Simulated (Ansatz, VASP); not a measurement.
Given: the input of a run of Ansatz 0.2.0 on YN. 

Contents of input.yaml:

```yaml
crystal:
  lattice:
    - [0.0, 2.4385, 2.4385]
    - [2.4385, 0.0, 2.4385]
    - [2.4385, 2.4385, 0.0]
  atoms:
    - { symbol: "Y", position: [0.0, 0.0, 0.0] }
    - { symbol: "N", position: [0.5, 0.5, 0.5] }
hamiltonian:
  xc: pbe
  pseudopotentials: { kind: paw }
kpoints:
  mp_grid: { grid: [9, 9, 9] }
scf:
  occupations: { method: gaussian, width: 0.02 }
output:
  forces: true
  stress: true
  eigenvalues: true
```

Potentials or basis: Ansatz PAW.

Command:

```bash
$ ansatz run input.yaml --threads 1 --pin off --max-ram 3584MiB --backend cpu --events-out ev --progress --plain --runs-dir out
```

Question: What does the same run look like in VASP 6.6.1? Potentials or basis there: PBE PAW files N_GW, Y_sv_GW, 550 eV.

Answer: As run (cutoffs and basis follow the program's own potentials, and thresholds, step limits or extra output files can differ):

The input INCAR:

```
SYSTEM = YN
PREC = Accurate ; ENCUT = 550
EDIFF = 1E-6 ; ISMEAR = 0
SIGMA = 0.02 ; LREAL = .FALSE.
LASPH = .TRUE. ; NELM = 60
ALGO = Fast ; ISIF = 2
LWAVE = .FALSE. ; LCHARG = .FALSE.
GGA = PE ; NBANDS = 15
```

File KPOINTS:

```
Automatic mesh
0
G
  9 9 9
  0 0 0
```

POSCAR

```
YN
1.0
    0.0000000000      2.4385000000      2.4385000000
    2.4385000000      0.0000000000      2.4385000000
    2.4385000000      2.4385000000      0.0000000000
Y N
1 1
Cartesian
    0.0000000000      0.0000000000      0.0000000000
    2.4385000000      2.4385000000      2.4385000000
```

Potentials or basis: VASP PAW PBE potentials, release 64 (Y_sv_GW, N_GW).

Run with:

```bash
$ cat potpaw_PBE.64/Y_sv_GW/POTCAR potpaw_PBE.64/N_GW/POTCAR > POTCAR
$ mpirun -np 1 vasp_std > vasp.out
```

Both were run:

|  | Ansatz | VASP |
| --- | --- | --- |
| Pressure | 3.0 GPa | 2.6 GPa |

Ansatz's pressure holds a Pulay term of +0.29 GPa for its cutoff of 420 eV, which the other run lacks.

Where Ansatz's input types no cutoff or centring, it takes its own default and a Γ-centred mesh.

Pressure is positive in compression.
